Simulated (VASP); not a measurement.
# Si (I4/mmm) in VASP: reference runs, part 2 of 2

VASP 6.6.1. The steps go on from the part before.

## (3) Single point, PBE (cell strained at random at fixed volume)

INCAR

```
SYSTEM = Si
  PREC = Accurate
  ENCUT = 520
  EDIFF = 1E-7
  ISMEAR = -1
  SIGMA = 0.05
  LREAL = .False.
  LASPH = .True.
  NELM = 60
  ALGO = Normal
  ISIF = 2
  LWAVE = .False.
  LCHARG = .True.
  GGA = PE
  LELF = .True.
  LVHAR = .True.
  NBANDS = 8
```

KPOINTS

```
Automatic mesh
0
Gamma
  13 13 13
  0 0 0
```

POSCAR

```
Si
1.0
   -1.6102950000      1.6191080000      1.3123700000
    1.6182950000     -1.6205360000      1.3239860000
    1.6327600000      1.6430010000     -1.3141290000
Si
1
Direct
   -0.0137780000     -0.0156330000     -0.0005400000
```

Potentials or basis: VASP PAW PBE potentials, release 64 (Si).

Command:

```bash
$ cat potpaw_PBE.64/Si/POTCAR > POTCAR
$ mpirun -np 1 vasp_std > vasp.out
```

OUTCAR:

```text
SYSTEM = Si
   PREC = Accurate
   ENCUT = 520
   EDIFF = 1E-7
   ISMEAR = -1
   LREAL = .False.
   LASPH = .True.
   NELM = 60
   ISIF = 2
   GGA = PE

 ion  position               nearest neighbor table
   1  0.986  0.984  0.999-

  LATTYP: Found a triclinic cell.
 ALAT       =     2.6453647315
 B/A-ratio  =     1.2331709079
 C/A-ratio  =     0.9965992565
 COS(alpha) =     0.0010599507
 COS(beta)  =     0.5026785696
 COS(gamma) =     0.6086370095

  Lattice vectors:

 A1 = (  -1.6182950000,   1.6205360000,  -1.3239860000)
 A2 = (   0.0224650000,   3.2621090000,  -0.0017590000)
 A3 = (  -0.0080000000,   0.0014280000,  -2.6363560000)

Analysis of symmetry for initial positions (statically):
=====================================================================
 Subroutine PRICEL returns:
 Original cell was already a primitive cell.

 Routine SETGRP: Setting up the symmetry group for a
 triclinic supercell.

 Subroutine GETGRP returns: Found  2 space group operations
 (whereof  1 operations were pure point group operations)
 out of a pool of  2 trial point group operations.

The static configuration has the point symmetry C_1 .
 The point group associated with its full space group is S_2 .

Analysis of symmetry for dynamics (positions and initial velocities):
=====================================================================
 Subroutine PRICEL returns:
 Original cell was already a primitive cell.

 Routine SETGRP: Setting up the symmetry group for a
 triclinic supercell.

 Subroutine GETGRP returns: Found  2 space group operations
 (whereof  1 operations were pure point group operations)
 out of a pool of  2 trial point group operations.

The dynamic configuration has the point symmetry C_1 .
 The point group associated with its full space group is S_2 .

 Subroutine INISYM returns: Found  2 space group operations
 (whereof  1 operations are pure point group operations),
 and found     1 'primitive' translations

----------------------------------------------------------------------------------------

                                     Primitive cell

  volume of cell :      13.9789

  direct lattice vectors                    reciprocal lattice vectors
    -1.610295000  1.619108000  1.312370000    -0.003270434  0.306777299  0.379487536
     1.618295000 -1.620536000  1.323986000     0.306458406 -0.001906441  0.378380465
     1.632760000  1.643001000 -1.314129000     0.305491028  0.304445929 -0.000762105

  length of vectors
     2.633794927  2.645364731  2.663135846     0.487989546  0.486921108  0.431291865

  position of ions in fractional coordinates (direct lattice)
     0.986222000  0.984367000  0.999460000

  ion indices of the primitive-cell ions
   primitive index   ion index
                 1           1

----------------------------------------------------------------------------------------

 KPOINTS: Automatic mesh

Automatic generation of k-mesh.
 Grid dimensions read from file:
 generate k-points for:   13   13   13

 Generating k-lattice:

  Cartesian coordinates                     Fractional coordinates (reciprocal lattice)
    -0.000251572  0.023598254  0.029191349     0.076923077 -0.000000000  0.000000000
     0.023573724 -0.000146649  0.029106190    -0.000000000  0.076923077  0.000000000
     0.023499310  0.023418918 -0.000058623     0.000000000 -0.000000000  0.076923077

  Length of vectors
     0.037537657  0.037455470  0.033176297

  Shift w.r.t. Gamma in fractional coordinates (k-lattice)
     0.000000000  0.000000000  0.000000000

 Subroutine IBZKPT returns following result:
 ===========================================

 Found   1099 irreducible k-points:

 Following reciprocal coordinates:
            Coordinates               Weight
  0.000000  0.000000  0.000000      1.000000
  0.076923  0.000000  0.000000      2.000000
  0.153846  0.000000  0.000000      2.000000
  0.230769  0.000000  0.000000      2.000000
  0.307692  0.000000  0.000000      2.000000
  0.384615  0.000000  0.000000      2.000000
[... 16 lines left out ...]
  0.153846  0.153846 -0.000000      2.000000
  0.230769  0.153846  0.000000      2.000000
 [... further k-points ...]
   k-points           NKPTS =   1099   k-points in BZ     NKDIM =   1099   number of bands    NBANDS=      8
   number of dos      NEDOS =    301   number of ions     NIONS =      1
   total plane-waves  NPLWV =   8000
   dimension x,y,z NGX =    20 NGY =   20 NGZ =   20
   dimension x,y,z NGXF=    40 NGYF=   40 NGZF=   40
   ions per type =               1
   NGX,Y,Z   is equivalent  to a cutoff of  12.62, 12.57, 12.48 a.u.
   NGXF,Y,Z  is equivalent  to a cutoff of  25.25, 25.14, 24.97 a.u.
 SYSTEM =  Si
   PREC   = accura    normal or accurate (medium, high low for compatibility)
   ISTART =      0    job   : 0-new  1-cont  2-samecut
   ICHARG =      2    charge: 1-file 2-atom 10-const
   ISPIN  =      1    spin polarized calculation?
   LNONCOLLINEAR =      F non collinear calculations
   LSORBIT =      F    spin-orbit coupling
   LASPH  =      T    aspherical Exc in radial PAW
   ENCUT  =  520.0 eV  38.22 Ry    6.18 a.u.   4.90  4.92  4.95*2*pi/ulx,y,z
   NELM   =     60;   NELMIN=  2; NELMDL= -5     # of ELM steps
   EDIFF  = 0.1E-06   stopping-criterion for ELM
   LREAL  =      F    real-space projection
   EDIFFG = 0.1E-05   stopping-criterion for IOM
   NSW    =      0    number of steps for IOM
   IBRION =     -1    ionic relax: 0-MD 1-quasi-New 2-CG
   NFREE  =      0    steps in history (QN), initial steepest desc. (CG)
   ISIF   =      2    stress and relaxation
   ISYM   =      2    0-nonsym 1-usesym 2-fastsym
   POTIM  = 0.5000    time-step for ionic-motion
   TEBEG  =    0.0;   TEEND  =   0.0 temperature during run
   PSTRESS=    0.0 pullay stress
   NELECT =       4.0000    total number of electrons
   NUPDOWN=      -1.0000    fix difference up-down
   EMIN   =  10.00;   EMAX   =-10.00  energy-range for DOS
   EFERMI =   0.00;   METHOD = LEGACY
   ISMEAR =    -1;   SIGMA  =   0.05  broadening in eV -4-tet -1-fermi 0-gaus
   EFERMI_NEDOS =   21; number of points for ismear=-14 and -15
   IALGO  =     38    algorithm
   IMIX   =      4    mixing-type and parameters
     AMIX     =   0.40;   BMIX     =  1.00
     AMIX_MAG =   1.60;   BMIX_MAG =  1.00
  volume/ion in A,a.u.               =      13.98        94.33
  Fermi-wavevector in a.u.,A,eV,Ry     =   1.078791  2.038620 15.834337  1.163791
  Thomas-Fermi vector in A             =   2.214739
   LORBIT       =      0    0 simple, 1 ext, 2 COOP (PROOUT), +10 PAW based schemes
   GGA     = PE    functional components
   LHFCALC =     F    Hartree Fock is set to
   AEXX    =    0.0000 exact exchange contribution
   IVDW    =     0    specifies the selected vdW correction
   LEPSILON=     F    determine dielectric tensor
   LRPA    =     F    only Hartree local field effects (RPA)
 non-spin polarized calculation
  energy-cutoff  :      520.00
  volume of cell :       13.98
 maximum number of plane-waves:       387
   NGX =  9   NGY =  9   NGZ =  9

 number of electron       4.0000000 magnetization

 Free energy of the ion-electron system (eV)
  ---------------------------------------------------
  ext. energy  EPLUGINS =         0.00000000
  ---------------------------------------------------
  free energy    TOTEN  =        -4.92609870 eV

  energy without entropy =       -4.92155149  energy(sigma->0) =       -4.92382510

 E-fermi :  10.5749     XC(G=0): -11.3232

 val. band max:       10.5746582109   @ k =   0.1538  -0.3846   0.3846
 cond. band min:      10.5751270133   @ k =  -0.4615  -0.2308   0.4615
 fundamental gap:      0.0004688023
 Fermi energy:        10.5749250880

 k-point     1 :       0.0000    0.0000    0.0000
  band No.  band energies     occupation
      1      -4.1682      2.00000
      2      20.1033      0.00000
      3      20.3950      0.00000
      4      21.0413      0.00000
      5      23.5685      0.00000
      6      24.5540      0.00000
      7      25.7513      0.00000
      8      26.0024      0.00000
[... 243 lines left out ...]
 k-point    24 :       0.2308    0.1538    0.0000
  band No.  band energies     occupation
      1      -0.0803      2.00000
      2      11.5079      0.00000
      3      13.5275      0.00000
      4      15.5060      0.00000
      5      21.2916      0.00000
      6      23.2187      0.00000
      7      25.3819      0.00000
      8      28.4951      0.00000

 [... further k-points ...]
[... 5 lines left out ...]
  --------------------------------------------------------------------------------------
  -------------------------------------------------------------------------------------
  Total        0.3812426      0.3701572      0.1692147     -0.0311211     -0.0177422      0.0612696
  in kB       43.6958282     42.4252787     19.3944131     -3.5669207     -2.0335137      7.0223684
  external PRESSURE =      35.1718400 kB  Pullay stress =       0.0000000 kB

 VOLUME and BASIS-vectors are now :
 -----------------------------------------------------------------------------
  energy-cutoff  :      520.00
  volume of cell :       13.98
      direct lattice vectors                 reciprocal lattice vectors
    -1.610295000  1.619108000  1.312370000    -0.003270434  0.306777299  0.379487536
     1.618295000 -1.620536000  1.323986000     0.306458406 -0.001906441  0.378380465
     1.632760000  1.643001000 -1.314129000     0.305491028  0.304445929 -0.000762105

 POSITION                                       TOTAL-FORCE (eV/Angst)
 -----------------------------------------------------------------------------------
      1.63677      1.64371      1.28416         0.000000      0.000000     -0.000000
 -----------------------------------------------------------------------------------
    total drift:                                0.000000     -0.000000     -0.000000

  FREE ENERGIE OF THE ION-ELECTRON SYSTEM (eV)
  ---------------------------------------------------
  free  energy   TOTEN  =        -4.9260987029 eV

  energy  without entropy=       -4.9215514944  energy(sigma->0) =       -4.92382510
```

It took 3.1 min on 1 thread of AMD EPYC, shared host; peak memory 0.17 GiB.

What came out:

```
Free energy            : -4.9261 eV
Pressure               : 3.5 GPa
Band gap on the k mesh : none (metal or under the smearing width)
```

Stress tensor (GPa, compression positive):
```
 4.37 -0.36  0.70
-0.36  4.24 -0.20
 0.70 -0.20  1.94
```

Levels at points of the mesh, in eV from the Fermi level:
| k point | band 1 | band 2 | band 3 | band 4 | band 5 | band 6 | band 7 |
| --- | --- | --- | --- | --- | --- | --- | --- |
| (0.00, 0.00, 0.00) | -14.74 | 9.53 | 9.82 | 10.47 | 12.99 | 13.98 | 15.18 |
